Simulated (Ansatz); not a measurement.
Runs of Ansatz 0.2.0 on Ag. The cell holds a slab with vacuum, 6 atoms: a = 2.930 Å, b = 2.930 Å, c = 26.975 Å, α = 90.00°, β = 90.00°, γ = 120.00°. The slab is cut from a database's or a generator's crystal, which needn't be the stable form of the element.

```tsv
level	cutoff (eV)	gap on the mesh (eV)	largest force (eV/Å)	work function (eV)
BLYP	420	none	0.33	(b)
RPBE	420	none	0.19	4.29
PBEsol	420	none	0.30	4.62
r2SCAN	500	none	0.13	(d)
PBE	420	none	(a)	4.50
revPBE	420	none	(c)	4.32
LDA	420	none	0.50	4.92
```

Alike in all rows: task projected density of states; potentials or basis Ansatz PAW; no spin polarisation; cell the (0 0 1) slab of Ag, cut from the database cell, not relaxed; k mesh 10 × 10 × 1; smearing fermi-dirac 0.05 eV.

Fill in the values left out.

(a) 0.05; (b) 4.30; (c) 0.14; (d) 4.46.

Caveats: the density of states is complete only up to the lowest level of the last band computed; the PAW data sets come from PBE, with cores solved anew for the run's functional, which leaves a small shift of forces and pressure (some runs); the potentials were made for another functional, which shifts forces and pressure (some runs).

A k mesh can miss the band edges, and the runs leave out spin-orbit coupling on Ag.

A gap of «none» marks a metal or a gap under the smearing width.

Not every run made on this cell is shown here.
